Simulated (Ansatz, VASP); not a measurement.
One calculation of Pt, two programs

```
Pt
1.0
     0.00000    1.97158    1.97158
     1.97158    0.00000    1.97158
     1.97158    1.97158    0.00000
Pt
1
Direct
  0.00000 0.00000 0.00000
```

Alike in both runs: task electric field gradients; functional LDA; k mesh 16 × 16 × 16; occupations fermi-dirac, width 0.05 eV; no spin polarisation.

|  | VASP | Ansatz |
| --- | --- | --- |
| version | VASP 6.6.1 | Ansatz 0.2.0 |
| potentials or method | VASP PAW LDA potentials, release 64 (Pt) | PAW with Ansatz's default frozen-core files, scalar-relativistic |
| plane-wave cutoff (eV) | 520 | 420 |
| valence electrons in the cell | 10 | 18 |

```tsv
	VASP	Ansatz	Ansatz less VASP
pressure (GPa)	-9.9	-10.5	-0.63
Vzz of the field gradient on the site that differs most (V/Å²)	0.0	0.0	0.00
```

The two sets of potentials don't hold the same shells in valence. Ansatz warned: «gradients_without_spin_orbit».

The runs have no spin-orbit coupling, so splittings on Pt are missing.
